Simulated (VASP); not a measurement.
BN:

```
N B
1.0
     0.00000    1.81300    1.81300
     1.81300    0.00000    1.81300
     1.81300    1.81300    0.00000
N B
1 1
Cartesian
  0.9065 0.9065 0.9065
  0.0000 0.0000 0.0000
```

The cell is a database's computed one.

Base run:

| Item | Value |
| --- | --- |
| Program | VASP 6.6.1 |
| Functional | MS2 |
| Potentials or basis | VASP PAW PBE potentials, release 64 (N, B) |
| Cutoff | 520 eV |
| k mesh | 13 × 13 × 13 |
| Occupations | fermi-dirac, width 0.05 eV |
| Spin | no spin polarisation |

Its results: band gap on the k mesh 5.00 eV, indirect (least direct gap 9.70 eV); pressure -6.9 GPa.

Task: The run is repeated on the same cell with these changes: functional from MS2 to r2SCAN. What comes out?

Result: Band gap on the k mesh 5.04 eV, indirect (least direct gap 9.48 eV); pressure -4.1 GPa.

Caveats: the PAW data sets were made with another functional, which shifts forces and pressure a little.

A k mesh can miss the band edges.
